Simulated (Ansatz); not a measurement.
**BeSe: a single-point run**

Wanted: a converged single-point run for BeSe, and a check of what comes out. The structure is shown as the input types it.

Computed with Ansatz 0.2.0 (density functional or hybrid calculation with the settings of its input, plane waves (as first typed), unless a step's input says otherwise).

4 further runs of the same task are left out: 4 that didn't finish.

## (1) The system as given

Symmetry: F-43m, No. 216, cubic system. Conventional cell: a = 5.162 Å, b = 5.162 Å, c = 5.162 Å, α = 90.00°, β = 90.00°, γ = 90.00°. Be (site symmetry -43m) has 4 Se at 2.24 Å as nearest neighbours. Se (site symmetry -43m) has 4 Be at 2.24 Å as nearest neighbours.

The input asks for a charge of -2 e on the cell.

As a file:

```
Be Se
1.0
     0.00000    2.58104    2.58104
     2.58104    0.00000    2.58104
     2.58104    2.58104    0.00000
Be Se
1 1
Direct
  0.00000 0.00000 0.00000
  0.25000 0.25000 0.25000
```

## (2) The calculation

The input, input.yaml:

```yaml
crystal:
  lattice:
    - [0.0, 2.5810353763, 2.5810353763]
    - [2.5810353763, 0.0, 2.5810353763]
    - [2.5810353763, 2.5810353763, 0.0]
  atoms:
    - { symbol: Be, position: [0.0, 0.0, 0.0] }
    - { symbol: Se, position: [0.25, 0.25, 0.25] }
kpoints:
  mp_grid: { grid: [6, 6, 6] }
hamiltonian:
  xc: r2scan
scf:
  occupations: { method: fixed }
  n_extra_bands: 4
  max_iter: 76
output:
  forces: true
  stress: true
  eigenvalues: true
total_charge: -2
```

The run is started by

```console
ansatz run input.yaml --threads 4 --pin off --max-ram 3686MiB --backend cpu --events-out ev --progress --plain --runs-dir out
```

Q: Will this input give a usable result? If not, why, and what should change?

This run ends as converged, with warnings (band overlap at count, metallic iterate). That alone doesn't make the input a sound one.

The suspect setting: total_charge is -2. The typed charge changes the electron count, so this is no longer the system that was meant.

To check: delete total_charge (the default then holds).
